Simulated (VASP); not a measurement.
# LiCl (P1) in VASP: a series of runs

Runs on LiCl. Level: PBEsol. Tasks: single point, molecular dynamics.

Program: VASP 6.6.1. These are calculated values, not measurements. Logs are shortened: lines on timing, memory, paths and dates and some standing lists are left out, and cuts for length are marked.

## 1. Starting point

The typed cell holds 2 atoms: a = 3.627 Å, b = 3.627 Å, c = 3.627 Å, α = 60.00°, β = 60.00°, γ = 60.00°.

## 2. Single point, PBEsol (cell strained at random at fixed volume)

INCAR

```
SYSTEM = LiCl
ALGO     = Fast           ! electronic algorithm
EDIFF    = 1E-6           ! SCF threshold, eV
ENCUT    = 520            ! plane-wave cutoff, eV
GGA      = PS             ! functional
ISIF     = 2              ! what is computed and relaxed
ISMEAR   = 0              ! smearing method
LASPH    = .TRUE.         ! aspherical terms in the spheres
LCHARG   = .FALSE.        ! write CHGCAR
LREAL    = .FALSE.        ! projectors in reciprocal space
LWAVE    = .FALSE.        ! write WAVECAR
NBANDS   = 12             ! bands
NELM     = 100            ! most SCF steps
PREC     = Accurate       ! precision mode
SIGMA    = 0.01           ! smearing width, eV
```

KPOINTS

```
k-points
0
G
  6 6 6
  0 0 0
```

POSCAR

```
LiCl
1.0
    0.0168780000      2.5296190000      2.5447930000
    2.6223680000     -0.0219260000      2.5835960000
    2.5863050000      2.5323600000      0.0141370000
Cl Li
1 1
Direct
    0.5041504738      0.4945212803      0.4970787156
   -0.0211997276      0.0279854017      0.0149215916
```

Potentials or basis: VASP PAW PBE potentials, release 64 (Cl, Li_sv).

Started as:

```console
$ cat potpaw_PBE.64/Cl/POTCAR potpaw_PBE.64/Li_sv/POTCAR > POTCAR
$ mpirun -np 1 vasp_std > vasp.out
```

OUTCAR:

```text
SYSTEM = LiCl
   EDIFF = 1E-6
   ENCUT = 520
   GGA = PS
   ISIF = 2
   ISMEAR = 0
   LASPH = .TRUE.
   LREAL = .FALSE.
   NELM = 100
   PREC = Accurate

 ion  position               nearest neighbor table
   1  0.504  0.495  0.497-   2 2.46   2 2.53   2 2.54   2 2.57   2 2.58
   2  0.979  0.028  0.015-   1 2.46   1 2.53   1 2.54   1 2.57   1 2.58

  LATTYP: Found a triclinic cell.
 ALAT       =     6.2722545718
 B/A-ratio  =     1.4078878410
 C/A-ratio  =     0.5814464818
 COS(alpha) =     0.0048469045
 COS(beta)  =     0.3002054070
 COS(gamma) =     0.9405781802

  Lattice vectors:

 A1 = (  -5.1557320000,  -2.5351010000,   2.5165190000)
 A2 = (  -5.1196690000,  -5.0893870000,   5.0859780000)
 A3 = (  -2.6054900000,   2.5515450000,  -0.0388030000)

Analysis of symmetry for initial positions (statically):
=====================================================================
 Subroutine PRICEL returns:
 Original cell was already a primitive cell.

 Routine SETGRP: Setting up the symmetry group for a
 triclinic supercell.

 Subroutine GETGRP returns: Found  1 space group operations
 (whereof  1 operations were pure point group operations)
 out of a pool of  2 trial point group operations.

The static configuration has the point symmetry C_1 .

Analysis of symmetry for dynamics (positions and initial velocities):
=====================================================================
 Subroutine PRICEL returns:
 Original cell was already a primitive cell.

 Routine SETGRP: Setting up the symmetry group for a
 triclinic supercell.

 Subroutine GETGRP returns: Found  1 space group operations
 (whereof  1 operations were pure point group operations)
 out of a pool of  2 trial point group operations.

The dynamic configuration has the point symmetry C_1 .

 Subroutine INISYM returns: Found  1 space group operations
 (whereof  1 operations are pure point group operations),
 and found     1 'primitive' translations

----------------------------------------------------------------------------------------

                                     Primitive cell

  volume of cell :      33.7423

  direct lattice vectors                    reciprocal lattice vectors
     0.016878000  2.529619000  2.544793000    -0.193907869  0.196930472  0.198489116
     2.622368000 -0.021926000  2.583596000     0.189926688 -0.195047894  0.192625206
     2.586305000  2.532360000  0.014137000     0.195342432  0.196482458 -0.196606462

  length of vectors
     3.588206873  3.681339833  3.619671336     0.340264311  0.333497073  0.339732428

  position of ions in fractional coordinates (direct lattice)
     0.504150474  0.494521280  0.497078716
     0.978800272  0.027985402  0.014921592

  ion indices of the primitive-cell ions
   primitive index   ion index
                 1           1
                 2           2

----------------------------------------------------------------------------------------

 KPOINTS: k-points

Automatic generation of k-mesh.
 Grid dimensions read from file:
 generate k-points for:    6    6    6

 Generating k-lattice:

  Cartesian coordinates                     Fractional coordinates (reciprocal lattice)
    -0.032317978  0.032821745  0.033081519     0.166666667  0.000000000  0.000000000
     0.031654448 -0.032507982  0.032104201     0.000000000  0.166666667 -0.000000000
     0.032557072  0.032747076 -0.032767744    -0.000000000  0.000000000  0.166666667

  Length of vectors
     0.056710719  0.055582845  0.056622071

  Shift w.r.t. Gamma in fractional coordinates (k-lattice)
     0.000000000  0.000000000  0.000000000

 Subroutine IBZKPT returns following result:
 ===========================================

 Found    112 irreducible k-points:

 Following reciprocal coordinates:
            Coordinates               Weight
  0.000000  0.000000  0.000000      1.000000
  0.166667 -0.000000 -0.000000      2.000000
  0.333333  0.000000  0.000000      2.000000
  0.500000  0.000000  0.000000      1.000000
  0.000000  0.166667 -0.000000      2.000000
  0.166667  0.166667  0.000000      2.000000
[... 16 lines left out ...]
  0.333333  0.000000  0.166667      2.000000
  0.500000 -0.000000  0.166667      2.000000
 [... further k-points ...]
   k-points           NKPTS =    112   k-points in BZ     NKDIM =    112   number of bands    NBANDS=     12
   number of dos      NEDOS =    301   number of ions     NIONS =      2
   total plane-waves  NPLWV =  21952
   dimension x,y,z NGX =    28 NGY =   28 NGZ =   28
   dimension x,y,z NGXF=    56 NGYF=   56 NGZF=   56
   ions per type =               1   1
   NGX,Y,Z   is equivalent  to a cutoff of  12.97, 12.64, 12.86 a.u.
   NGXF,Y,Z  is equivalent  to a cutoff of  25.95, 25.29, 25.72 a.u.
 SYSTEM =  LiCl
   PREC   = accura    normal or accurate (medium, high low for compatibility)
   ISTART =      0    job   : 0-new  1-cont  2-samecut
   ICHARG =      2    charge: 1-file 2-atom 10-const
   ISPIN  =      1    spin polarized calculation?
   LNONCOLLINEAR =      F non collinear calculations
   LSORBIT =      F    spin-orbit coupling
   LASPH  =      T    aspherical Exc in radial PAW
   ENCUT  =  520.0 eV  38.22 Ry    6.18 a.u.   6.67  6.84  6.73*2*pi/ulx,y,z
   NELM   =    100;   NELMIN=  2; NELMDL= -5     # of ELM steps
   EDIFF  = 0.1E-05   stopping-criterion for ELM
   LREAL  =      F    real-space projection
   EDIFFG = 0.1E-04   stopping-criterion for IOM
   NSW    =      0    number of steps for IOM
   IBRION =     -1    ionic relax: 0-MD 1-quasi-New 2-CG
   NFREE  =      0    steps in history (QN), initial steepest desc. (CG)
   ISIF   =      2    stress and relaxation
   ISYM   =      2    0-nonsym 1-usesym 2-fastsym
   POTIM  = 0.5000    time-step for ionic-motion
   TEBEG  =    0.0;   TEEND  =   0.0 temperature during run
   PSTRESS=    0.0 pullay stress
   NELECT =      10.0000    total number of electrons
   NUPDOWN=      -1.0000    fix difference up-down
   EMIN   =  10.00;   EMAX   =-10.00  energy-range for DOS
   EFERMI =   0.00;   METHOD = LEGACY
   ISMEAR =     0;   SIGMA  =   0.01  broadening in eV -4-tet -1-fermi 0-gaus
   EFERMI_NEDOS =   21; number of points for ismear=-14 and -15
   IALGO  =     68    algorithm
   IMIX   =      4    mixing-type and parameters
     AMIX     =   0.40;   BMIX     =  1.00
     AMIX_MAG =   1.60;   BMIX_MAG =  1.00
  volume/ion in A,a.u.               =      16.87       113.85
  Fermi-wavevector in a.u.,A,eV,Ry     =   1.091482  2.062601 16.209058  1.191332
  Thomas-Fermi vector in A             =   2.227728
   LORBIT       =      0    0 simple, 1 ext, 2 COOP (PROOUT), +10 PAW based schemes
   GGA     = PS    functional components
   LHFCALC =     F    Hartree Fock is set to
   AEXX    =    0.0000 exact exchange contribution
   IVDW    =     0    specifies the selected vdW correction
   LEPSILON=     F    determine dielectric tensor
   LRPA    =     F    only Hartree local field effects (RPA)
 non-spin polarized calculation
 RMM-DIIS sequential band-by-band and
 Gauss-broadening in eV      SIGMA  =   0.01
  energy-cutoff  :      520.00
  volume of cell :       33.74
 maximum number of plane-waves:       922
   NGX = 13   NGY = 13   NGZ = 13

 number of electron      10.0000000 magnetization

 number of electron       9.9999999 magnetization

 Free energy of the ion-electron system (eV)
  ---------------------------------------------------
  ext. energy  EPLUGINS =         0.00000000
  ---------------------------------------------------
  free energy    TOTEN  =        -7.62681508 eV

  energy without entropy =       -7.62681508  energy(sigma->0) =       -7.62681508

 E-fermi :   0.6616     XC(G=0):  -8.9056

 val. band max:        0.5951894312   @ k =   0.0000   0.0000   0.0000
 cond. band min:       6.6607645591   @ k =   0.0000   0.0000   0.0000
 fundamental gap:      6.0655751280
 Fermi energy:         0.6615960114

 k-point     1 :       0.0000    0.0000    0.0000
  band No.  band energies     occupation
      1     -42.2707      2.00000
      2     -12.8623      2.00000
      3       0.4564      2.00000
      4       0.5343      2.00000
      5       0.5952      2.00000
      6       6.6608      0.00000
      7      12.0528      0.00000
      8      12.3738      0.00000
      9      12.4527      0.00000
     10      14.3640      0.00000
     11      15.0995      0.00000
     12      15.2328      0.00000

 k-point     2 :       0.1667   -0.0000   -0.0000
  band No.  band energies     occupation
      1     -42.2700      2.00000
      2     -12.7257      2.00000
      3      -0.3194      2.00000
      4       0.3940      2.00000
      5       0.4671      2.00000
      6       7.3496      0.00000
      7      11.3383      0.00000
      8      11.7648      0.00000
      9      12.0058      0.00000
     10      13.4938      0.00000
     11      13.6916      0.00000
     12      15.5354      0.00000

 k-point     3 :       0.3333    0.0000    0.0000
  band No.  band energies     occupation
      1     -42.2683      2.00000
      2     -12.4273      2.00000
      3      -1.7205      2.00000
      4       0.2550      2.00000
      5       0.3255      2.00000
      6       7.3659      0.00000
      7      10.3194      0.00000
      8      10.5433      0.00000
      9      12.1628      0.00000
     10      15.3595      0.00000
     11      15.6344      0.00000
     12      16.3477      0.00000
[... 286 lines left out ...]
 k-point    23 :       0.3333    0.0000    0.1667
  band No.  band energies     occupation
      1     -42.2683      2.00000
      2     -12.4283      2.00000
      3      -1.3537      2.00000
      4      -0.0833      2.00000
      5       0.0102      2.00000
      6       8.4878      0.00000
      7      10.0779      0.00000
      8      10.6013      0.00000
      9      11.7501      0.00000
     10      13.8421      0.00000
     11      16.3894      0.00000
     12      17.6963      0.00000

 k-point    24 :       0.5000   -0.0000    0.1667
  band No.  band energies     occupation
      1     -42.2673      2.00000
      2     -12.2053      2.00000
      3      -2.1175      2.00000
      4      -0.3814      2.00000
      5      -0.0658      2.00000
      6       8.0117      0.00000
      7       9.7844      0.00000
      8      10.7068      0.00000
      9      12.3577      0.00000
     10      15.6409      0.00000
     11      17.7915      0.00000
     12      18.8370      0.00000

 [... further k-points ...]

------------------------ aborting loop because EDIFF is reached ----------------------------------------

  FORCE on cell =-STRESS in cart. coord.  units (eV):
  Direction    XX          YY          ZZ          XY          YZ          ZX
  --------------------------------------------------------------------------------------
  -------------------------------------------------------------------------------------
  Total       -0.2206650     -0.2160751     -0.2546857      0.0391763      0.0518421     -0.0999075
  in kB      -10.4777692    -10.2598270    -12.0931660      1.8601978      2.4616019     -4.7438763
  external PRESSURE =     -10.9435874 kB  Pullay stress =       0.0000000 kB

 VOLUME and BASIS-vectors are now :
 -----------------------------------------------------------------------------
  energy-cutoff  :      520.00
  volume of cell :       33.74
      direct lattice vectors                 reciprocal lattice vectors
     0.016878000  2.529619000  2.544793000    -0.193907869  0.196930472  0.198489116
     2.622368000 -0.021926000  2.583596000     0.189926688 -0.195047894  0.192625206
     2.586305000  2.532360000  0.014137000     0.195342432  0.196482458 -0.196606462

 POSITION                                       TOTAL-FORCE (eV/Angst)
 -----------------------------------------------------------------------------------
      2.59092      2.52325      2.56763         0.079439     -0.016017      0.015131
      0.12850      2.51317      2.56336        -0.079439      0.016017     -0.015131
 -----------------------------------------------------------------------------------
    total drift:                               -0.000632      0.000074     -0.000227

  FREE ENERGIE OF THE ION-ELECTRON SYSTEM (eV)
  ---------------------------------------------------
  free  energy   TOTEN  =        -7.6268150833 eV

  energy  without entropy=       -7.6268150833  energy(sigma->0) =       -7.62681508
```

Wall time 64 s (1 thread of Intel Xeon Platinum 8375C at 2.90GHz (Ice Lake), shared host); peak memory 0.17 GiB.

What came out:

| Quantity | Value |
| --- | --- |
| Free energy | -7.6268 eV |
| Largest force | 0.082 eV/Å |
| Band gap on the k mesh | 6.07 eV, direct |

Forces in eV/Å, atoms in the order of the input:
```
Cl   0.079 -0.016  0.015
Li  -0.079  0.016 -0.015
```

Caveat: the cutoff is under 1.25 times the usual one of these potentials, so pressure, stress and relaxed cells hold a basis-set (Pulay) error; the PAW data sets were made with another functional, which shifts forces and pressure a little. A k mesh can miss the band edges.

(Continued in part 2 of 3.)
